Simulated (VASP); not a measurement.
# InSb (F-43m) in VASP: a series of runs

One crystal, InSb, is run at these levels: PBE; tasks: relaxation of cell and atoms.

Program: VASP 6.6.1. These are calculated values, not measurements. Logs are shortened: lines on timing, memory, paths and dates and some standing lists are left out, and cuts for length are marked.

## (1) The crystal as given

The structure is cubic, space group F-43m (No. 216). Conventional cell: a = 6.478 Å, b = 6.478 Å, c = 6.478 Å, α = 90.00°, β = 90.00°, γ = 90.00°. In (site symmetry -43m) is surrounded by 4 Sb at 2.81 Å. Sb (site symmetry -43m) has 4 In at 2.81 Å as nearest neighbours.

## (2) Relaxation of cell and atoms, PBE

The input, INCAR:

```
SYSTEM = InSb
ALGO = Normal ; EDIFF = 1E-7
EDIFFG = -0.002 ; ENCUT = 520
GGA = PE ; IBRION = 2
ISIF = 3 ; ISMEAR = 0
LASPH = .TRUE. ; LCHARG = .FALSE.
LREAL = .FALSE. ; LWAVE = .FALSE.
NELM = 80 ; NSW = 80
PREC = Accurate ; SIGMA = 0.02
```

The input, KPOINTS:

```
k-points
0
G
  2 2 2
  0 0 0
```

The input, POSCAR:

```
InSb
1.0
    0.0000000000      3.2391000000      3.2391000000
    3.2391000000      0.0000000000      3.2391000000
    3.2391000000      3.2391000000      0.0000000000
In Sb
1 1
Direct
    0.0000000000      0.0000000000      0.0000000000
    0.2500000000      0.2500000000      0.2500000000
```

Potentials or basis: VASP PAW PBE potentials, release 64 (In_d, Sb).

Launch:

```
$ cat potpaw_PBE.64/In_d/POTCAR potpaw_PBE.64/Sb/POTCAR > POTCAR
$ mpirun -np 1 vasp_std > vasp.out
```

OUTCAR:

```text
SYSTEM = InSb
   EDIFF = 1E-7
   EDIFFG = -0.002
   ENCUT = 520
   GGA = PE
   IBRION = 2
   ISIF = 3
   ISMEAR = 0
   LASPH = .TRUE.
   LREAL = .FALSE.
   NELM = 80
   NSW = 80
   PREC = Accurate

 ion  position               nearest neighbor table
   1  0.000  0.000  0.000-   2 2.81   2 2.81   2 2.81   2 2.81
   2  0.250  0.250  0.250-   1 2.81   1 2.81   1 2.81   1 2.81

  LATTYP: Found a face centered cubic cell.
 ALAT       =     6.4782000000

  Lattice vectors:

 A1 = (   0.0000000000,   3.2391000000,   3.2391000000)
 A2 = (   3.2391000000,   0.0000000000,   3.2391000000)
 A3 = (   3.2391000000,   3.2391000000,   0.0000000000)

Analysis of symmetry for initial positions (statically):
=====================================================================
 Subroutine PRICEL returns:
 Original cell was already a primitive cell.

 Routine SETGRP: Setting up the symmetry group for a
 face centered cubic supercell.

 Subroutine GETGRP returns: Found 24 space group operations
 (whereof 24 operations were pure point group operations)
 out of a pool of 48 trial point group operations.

The static configuration has the point symmetry T_d .

Analysis of symmetry for dynamics (positions and initial velocities):
=====================================================================
 Subroutine PRICEL returns:
 Original cell was already a primitive cell.

 Routine SETGRP: Setting up the symmetry group for a
 face centered cubic supercell.

 Subroutine GETGRP returns: Found 24 space group operations
 (whereof 24 operations were pure point group operations)
 out of a pool of 48 trial point group operations.

The dynamic configuration has the point symmetry T_d .

 Subroutine INISYM returns: Found 24 space group operations
 (whereof 24 operations are pure point group operations),
 and found     1 'primitive' translations

----------------------------------------------------------------------------------------

                                     Primitive cell

  volume of cell :      67.9678

  direct lattice vectors                    reciprocal lattice vectors
     0.000000000  3.239100000  3.239100000    -0.154363867  0.154363867  0.154363867
     3.239100000  0.000000000  3.239100000     0.154363867 -0.154363867  0.154363867
     3.239100000  3.239100000  0.000000000     0.154363867  0.154363867 -0.154363867

  length of vectors
     4.580779150  4.580779150  4.580779150     0.267366060  0.267366060  0.267366060

  position of ions in fractional coordinates (direct lattice)
     0.000000000  0.000000000  0.000000000
     0.250000000  0.250000000  0.250000000

  ion indices of the primitive-cell ions
   primitive index   ion index
                 1           1
                 2           2

----------------------------------------------------------------------------------------

 KPOINTS: k-points
[... 47 lines left out ...]
   LREAL  =      F    real-space projection
   EDIFFG = -.2E-02   stopping-criterion for IOM
   NSW    =     80    number of steps for IOM
   IBRION =      2    ionic relax: 0-MD 1-quasi-New 2-CG
   NFREE  =      1    steps in history (QN), initial steepest desc. (CG)
   ISIF   =      3    stress and relaxation
   ISYM   =      2    0-nonsym 1-usesym 2-fastsym
   POTIM  = 0.5000    time-step for ionic-motion
   TEBEG  =    0.0;   TEEND  =   0.0 temperature during run
   PSTRESS=    0.0 pullay stress
   NELECT =      18.0000    total number of electrons
   NUPDOWN=      -1.0000    fix difference up-down
   EMIN   =  10.00;   EMAX   =-10.00  energy-range for DOS
   EFERMI =   0.00;   METHOD = LEGACY
   ISMEAR =     0;   SIGMA  =   0.02  broadening in eV -4-tet -1-fermi 0-gaus
   EFERMI_NEDOS =   21; number of points for ismear=-14 and -15
   IALGO  =     38    algorithm
   IMIX   =      4    mixing-type and parameters
     AMIX     =   0.40;   BMIX     =  1.00
     AMIX_MAG =   1.60;   BMIX_MAG =  1.00
  volume/ion in A,a.u.               =      33.98       229.33
  Fermi-wavevector in a.u.,A,eV,Ry     =   1.051311  1.986690 15.037912  1.105255
  Thomas-Fermi vector in A             =   2.186349
   LORBIT       =      0    0 simple, 1 ext, 2 COOP (PROOUT), +10 PAW based schemes
   GGA     = PE    functional components
   LHFCALC =     F    Hartree Fock is set to
   AEXX    =    0.0000 exact exchange contribution
   IVDW    =     0    specifies the selected vdW correction
   LEPSILON=     F    determine dielectric tensor
   LRPA    =     F    only Hartree local field effects (RPA)
 conjugate gradient relaxation of ions
 non-spin polarized calculation
 Gauss-broadening in eV      SIGMA  =   0.02
  energy-cutoff  :      520.00
  volume of cell :       67.97
 maximum number of plane-waves:      1850
 NGX is ok and might be reduce to    36
   NGX = 17   NGY = 17   NGZ = 17

--------------------------------------- Ionic step        1  -------------------------------------------

 number of electron      17.9999993 magnetization

 Free energy of the ion-electron system (eV)
  ---------------------------------------------------
  ext. energy  EPLUGINS =         0.00000000
  ---------------------------------------------------
  free energy    TOTEN  =        -4.93279255 eV

  energy without entropy =       -4.92893600  energy(sigma->0) =       -4.93086428

 E-fermi :   5.3630     XC(G=0):  -8.5152

 val. band max:        5.3568859981   @ k =   0.0000   0.0000   0.0000
 cond. band min:       5.8323801840   @ k =   0.5000   0.0000   0.0000
 fundamental gap:      0.4754941859
 Fermi energy:         5.3629772535

 k-point     1 :       0.0000    0.0000    0.0000
  band No.  band energies     occupation
      1      -9.3733      2.00000
      2      -9.3733      2.00000
      3      -9.3733      2.00000
      4      -9.2965      2.00000
      5      -9.2965      2.00000
      6      -5.3602      2.00000
      7       5.1379      2.00000
      8       5.3569      1.33334
      9       5.3569      1.33334
     10       5.3569      1.33333
     11       8.1752      0.00000
     12       8.1752      0.00000
     13       8.1752      0.00000
[... 173 lines left out ...]
--------------------------------------- Ionic step        5  -------------------------------------------

 number of electron      18.0000012 magnetization

 Free energy of the ion-electron system (eV)
  ---------------------------------------------------
  ext. energy  EPLUGINS =         0.00000000
  ---------------------------------------------------
  free energy    TOTEN  =        -5.37646572 eV

  energy without entropy =       -5.37260916  energy(sigma->0) =       -5.37453744

 E-fermi :   3.1969     XC(G=0):  -7.5488

 val. band max:        3.1907620984   @ k =   0.0000   0.0000   0.0000
 cond. band min:       3.3115238117   @ k =   0.5000   0.0000   0.0000
 fundamental gap:      0.1207617133
 Fermi energy:         3.1968531432

 k-point     1 :       0.0000    0.0000    0.0000
  band No.  band energies     occupation
      1     -11.2128      2.00000
      2     -11.2128      2.00000
      3     -11.2128      2.00000
      4     -11.1819      2.00000
      5     -11.1819      2.00000
      6      -6.2629      2.00000
      7       1.7217      2.00000
      8       3.1908      1.33334
      9       3.1908      1.33334
     10       3.1908      1.33331
     11       5.9903      0.00000
     12       5.9903      0.00000
     13       5.9903      0.00000
[... 59 lines left out ...]
  FREE ENERGIE OF THE ION-ELECTRON SYSTEM (eV)
  ---------------------------------------------------
  free  energy   TOTEN  =        -5.3764657210 eV

  energy  without entropy=       -5.3726091630  energy(sigma->0) =       -5.37453744

 reached required accuracy - stopping structural energy minimisation
```

Wall time 28 s (1 thread of Intel Xeon Platinum 8488C (Sapphire Rapids), shared host); peak memory 0.2 GiB.

Results:

* Free energy: -5.3765 eV
* Relaxed volume: 42.94 Å³/atom
* Relaxed cell: a = 4.952 Å, b = 4.952 Å, c = 4.952 Å, α = 60.00°, β = 60.00°, γ = 60.00°
* Space group after relaxing (to 0.05 Å): F-43m (No. 216)
* Energy gained by relaxing: 221.8 meV/atom
* Ionic steps: 5
* Pressure after relaxing: 0.0 GPa
* Band gap on the k mesh: none (metal or under the smearing width)

The path:
```
step  energy change (eV)  largest force (eV/Å)  pressure (GPa)  volume (Å³)
   1              0.0000                0.0000            9.98        67.97
   2             -0.4231                0.0000           -1.21        90.98
   3             -0.4435                0.0000            0.11        85.48
   4             -0.4437                0.0000           -0.01        85.90
   5             -0.4437                0.0000            0.00        85.87
```

Final structure:
```cif
data_structure
_symmetry_space_group_name_H-M 'P 1'
_symmetry_Int_Tables_number 1
_cell_length_a 4.9521
_cell_length_b 4.9521
_cell_length_c 4.9521
_cell_angle_alpha 60.000
_cell_angle_beta 60.000
_cell_angle_gamma 60.000
_cell_volume 85.87
loop_
_atom_site_label
_atom_site_type_symbol
_atom_site_fract_x
_atom_site_fract_y
_atom_site_fract_z
_atom_site_occupancy
In1 In 0.00000 0.00000 0.00000 1
Sb1 Sb 0.25000 0.25000 0.25000 1
```

Levels at points of the mesh, in eV from the Fermi level:
| k point | band 7 | band 8 | band 9 | band 10 | band 11 | band 12 |
| --- | --- | --- | --- | --- | --- | --- |
| (0.00, 0.00, 0.00) | -1.48 | -0.01 | -0.01 | -0.01 | 2.79 | 2.79 |
| (0.50, 0.00, 0.00) | -4.83 | -0.74 | -0.74 | 0.11 | 3.59 | 3.59 |
| (0.50, 0.50, 0.00) | -5.19 | -1.65 | -1.65 | 1.28 | 1.57 | 6.72 |

Caveat: the k mesh is coarse (spacing up to 0.84 Å⁻¹), so the values aren't converged; the volume moved by over 15 % at a fixed basis, so the end points are rough; the volume moved by +26 % from the deposited cell, more than functionals usually miss; this crystal is a semiconductor, whose small gap the functional closes, so the metal is an error of the method. PBE usually gives volumes a little too large and moduli too small.

## (3) Relaxation of cell and atoms, PBE

This run uses another cell than the first one, of 42.94 Å³/atom, 1.263 times its volume.

INCAR is that of step 2.

KPOINTS is that of step 2.

The input, POSCAR:

```
InSb                                    
1.0
   -0.0000000000      3.5016548037      3.5016548037
    3.5016548037     -0.0000000000      3.5016548037
    3.5016548037      3.5016548037      0.0000000000
  In              Sb            
     1     1
Direct
     1.0000000000000000    0.0000000000000000    0.0000000000000000
     0.2500000000000000    0.2500000000000000    0.2500000000000000
```

Potentials or basis: VASP PAW PBE potentials, release 64 (In_d, Sb).

Launch:

```
$ cat potpaw_PBE.64/In_d/POTCAR potpaw_PBE.64/Sb/POTCAR > POTCAR
$ mpirun -np 1 vasp_std > vasp.out
```

Wall time 15 s (1 thread of Intel Xeon Platinum 8488C (Sapphire Rapids), shared host); peak memory 0.23 GiB.

The run converged. Its results:

```yaml
Free_energy: -5.3781 eV
Relaxed_volume: 42.90 Å³/atom
Relaxed_cell: a = 4.951 Å, b = 4.951 Å, c = 4.951 Å, α = 60.00°, β = 60.00°, γ = 60.00°
Space_group_after_relaxing_to_0.05_Å: F-43m (No. 216)
Energy_gained_by_relaxing: 0.0 meV/atom
Ionic_steps: 2
Pressure_after_relaxing: 0.0 GPa
Band_gap_on_the_k_mesh: none (metal or under the smearing width)
```

Final structure:
```xyz
2
Lattice="0.0000 3.5007 3.5007 3.5007 0.0000 3.5007 3.5007 3.5007 0.0000" Properties=species:S:1:pos:R:3 pbc="T T T"
In    7.0013    3.5007    3.5007
Sb    1.7503    1.7503    1.7503
```

Levels at points of the mesh, in eV from the Fermi level:
| k point | band 6 | band 7 | band 8 | band 9 | band 10 | band 11 | band 12 | band 13 |
| --- | --- | --- | --- | --- | --- | --- | --- | --- |
| (0.00, 0.00, 0.00) | -9.46 | -1.47 | -0.01 | -0.01 | -0.01 | 2.79 | 2.79 | 2.79 |
| (0.50, 0.00, 0.00) | -8.57 | -4.83 | -0.74 | -0.74 | 0.12 | 3.59 | 3.59 | 5.93 |
| (0.50, 0.50, 0.00) | -8.19 | -5.19 | -1.66 | -1.66 | 1.28 | 1.56 | 6.72 | 6.72 |

Caveat: the k mesh is coarse (spacing up to 0.78 Å⁻¹), so the values aren't converged; this crystal is a semiconductor, whose small gap the functional closes, so the metal is an error of the method. Spin-orbit coupling is left out, which matters for the levels of Sb.
